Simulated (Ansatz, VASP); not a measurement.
**One calculation of Ag, 3 ways**

```
Ag
1.0
     0.00000    2.04275    2.04275
     2.04275    0.00000    2.04275
     2.04275    2.04275    0.00000
Ag
1
Direct
  0.00000 0.00000 0.00000
```

Alike in all runs: task band structure; functional LDA; k mesh 8 × 8 × 8; occupations fermi-dirac, width 0.05 eV; spin-orbit coupling, no magnetisation; with spin-orbit coupling. LDA stands for any of its common fits. Pressure is positive in compression and, in plane waves, holds the error of the finite cutoff, which Ansatz's Pulay term estimates and takes out.

```tsv
program and potentials	plane-wave cutoff (eV)	notes	pressure (GPa)
Ansatz, Ansatz PAW	420	potentials made for PBE, which Ansatz adapts in part; 19 valence electrons an atom on average; Pulay term of +0.02 GPa included	-6.85
VASP, LDA PAW files Ag, 520 eV	520	11 valence electrons an atom on average	-6.67
Ansatz, all-electron LAPW, relativistic spinors	-	-	-6.85
```

The pressure spans -6.85 (Ansatz, Ansatz PAW) to -6.67 GPa (VASP, LDA PAW files Ag, 520 eV), with all-electron results at -6.85.

The functional is the same throughout but for its coding, so the spread measures potentials, basis and numerics; runs on potential files found faulty are left out.

All three runs put silver under tension at this volume, so LDA would contract the cell. As the cell is close to the measured one, this is the familiar LDA overbinding of a late transition metal. A local functional misses the exchange-correlation energy gained from density gradients, which are stronger in separated atoms than in the solid, and so favours shorter bonds. The filled 4d shell contributes through its hybridisation with the 5s and 5p states, while its closed-shell repulsion limits the contraction.

The agreement of the Ansatz PAW result with the all-electron value at -6.85 GPa suggests that the tension belongs to the functional rather than to the potentials. VASP's slightly weaker tension, -6.67 GPa, may reflect the 4s and 4p semicore states being frozen in its 11-electron potential, though other details of the potential could do the same. The small spread supports the sign and approximate size of the stress, but a single volume fixes neither the LDA lattice constant nor the bulk modulus.
